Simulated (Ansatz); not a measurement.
An elastic constant from a strain scan in C

Level of theory: Ansatz 0.2.0, DFT PBEsol, scalar-relativistic, plane waves, PAW. Settings: plane waves to 420 eV, k-mesh 12×12×6 (Γ-centred), Gaussian smearing 0.05 eV. No spin polarisation. Energies are free energies at this smearing, counted from the undisturbed cell; pressure is positive in compression.

The starting cell (relaxed at this level):

```
C
1.0
     2.49881    0.00000    0.00000
    -1.24941    2.16404    0.00000
     0.00000    0.00000    4.16084
C
4
Direct
  0.33333 0.66667 0.06280
  0.66667 0.33333 0.56280
  0.33333 0.66667 0.43720
  0.66667 0.33333 0.93720
```

The cell is strained by ε times the Voigt pattern (0, 0, 1, 0, 0, 0) (xx, yy, zz, yz, xz, xy; engineering shear) with fractional coordinates fixed. The cell holds 4 atoms in V0 = 22.50 Å³. The stress column is τ = (1/V0) dE/dε, got from the stress tensor σ (compression positive) at each point as −det(1 + εP) σ : P(1 + εP)⁻¹, with P the pattern as a tensor.

```csv
ε,ΔE (meV/atom),τ (GPa)
-0.0400,41.563,-62.276
-0.0300,22.761,-44.919
-0.0200,9.880,-28.810
-0.0100,2.411,-13.855
0.0000,0.000,-0.013
0.0100,2.283,12.847
0.0200,8.892,24.748
0.0300,19.583,35.790
0.0350,26.313,41.002
0.0400,?,?
```

Q: Which combination of elastic constants does this scan measure, and how large is it?

A: For small ε, τ = τ0 + Kε with K = pᵀCp, which for this pattern is C33 in the Cartesian frame shown. The parabola through τ at ε = -0.0100, 0 and 0.0100 has slope K = 1335 GPa at zero. The energies per cell, E = NΔE, of the same two points give K = 2[E(ε₊)/ε₊ − E(ε₋)/ε₋]/[(ε₊ − ε₋)V0] = 1337 GPa, in agreement. These are clamped-ion values.

Q: Predict the withheld row at ε = 0.0400 from the harmonic law, and compare.

A: ΔE = V0(τ0 ε + Kε²/2)/N = 37.481 meV/atom and τ = 53.39 GPa. The calculation gives 33.941 meV/atom and 46.01 GPa: the energy lies 9 % below the harmonic value, as bonds soften when stretched.

Forces appear on the atoms along this scan, and letting them relax would lower the energy and soften the response.

Cost: 10 runs of about 0.3 core-minutes in all, on Intel Xeon Platinum 8259CL (Skylake/Cascade Lake) (shared hosts).